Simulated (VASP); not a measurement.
Set up this calculation in VASP 6.6.1, as the native input.

| Property | Result |
| --- | --- |
| Task | single point |
| Functional | PBE |
| Potentials or basis | VASP PAW PBE potentials, release 64 (Al) |
| Cutoff | 520 eV |
| k mesh | 6 × 6 × 6 |
| Occupations | gaussian, width 0.1 eV |
| Spin | no spin polarisation |
| Further INCAR settings | ALGO = Normal; EDIFF = 1e-07 |

The structure of Al lies in POSCAR:

```
Al                                      
1.0
    0.0000000000      2.0834539049      2.0834539049
    2.0834539049      0.0000000000      2.0834539049
    2.0834539049      2.0834539049      0.0000000000
  Al            
     1
Direct
     0.0000000000000000    0.0000000000000000    0.0000000000000000
```

The cell isn't the ideal one: a relaxed cell with its volume scaled by 1.09.

The input as run:

INCAR

```
SYSTEM = Al
ALGO = Normal
EDIFF = 1E-7
ENCUT = 520
GGA = PE
ISIF = 2
ISMEAR = 0
LASPH = .TRUE.
LCHARG = .FALSE.
LREAL = .FALSE.
LWAVE = .FALSE.
NELM = 60
PREC = Accurate
SIGMA = 0.1
```

KPOINTS

```
k-points
0
G
  6 6 6
  0 0 0
```

Potentials or basis: VASP PAW PBE potentials, release 64 (Al).

Command:

```sh
$ cat potpaw_PBE.64/Al/POTCAR > POTCAR
$ mpirun -np 1 vasp_std > vasp.out
```

It gave:

- Pressure: -5.5 GPa
- Band gap on the k mesh: none (metal or under the smearing width)

Caveat: the k mesh is coarse (spacing up to 0.44 Å⁻¹), so the values aren't converged.

Wall time 1.4 s on 1 thread of Intel(R) Xeon(R) Platinum 8488C (Sapphire Rapids), on a shared host, peak memory 0.12 GiB.
